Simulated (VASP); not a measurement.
**Sn: equation of state with r2SCAN**

Sn:

```
Sn
1.0
     0.00000    3.23334    3.23334
     3.23334    0.00000    3.23334
     3.23334    3.23334    0.00000
Sn
2
Cartesian
  4.8500 4.8500 4.8500
  3.2333 3.2333 3.2333
```

This isn't the form of Sn at room conditions, which is tetragonal (white tin).

```yaml
Program: VASP 6.6.1
Task: equation of state
Functional: r2SCAN
Potentials_or_basis: VASP PAW PBE potentials, release 64 (Sn_d)
Cutoff: 520 eV
k_mesh: 7 × 7 × 7
Occupations: fermi-dirac, width 0.05 eV
Spin: no spin polarisation
```

* Equilibrium volume: 35.44 Å³/atom
* Bulk modulus: 43 GPa
* Pressure derivative of the bulk modulus: 4.5 (rough: it moves with the points fitted)

Energy against volume, from the lowest point:
```
volume (Å³/atom)  energy (meV/atom)
          31.775              62.20
          32.451              39.72
          33.127              22.73
          33.803              10.77
          34.479               3.38
          35.155               0.00
          35.831               0.24
```

All runs of the series together: 6 min on 1 thread of Intel(R) Xeon(R) 6975P-C (Granite Rapids) (shared host).

Caveat: the PAW data sets were made with another functional, which shifts forces and pressure a little. Zero-point motion and thermal expansion aren't in these numbers.
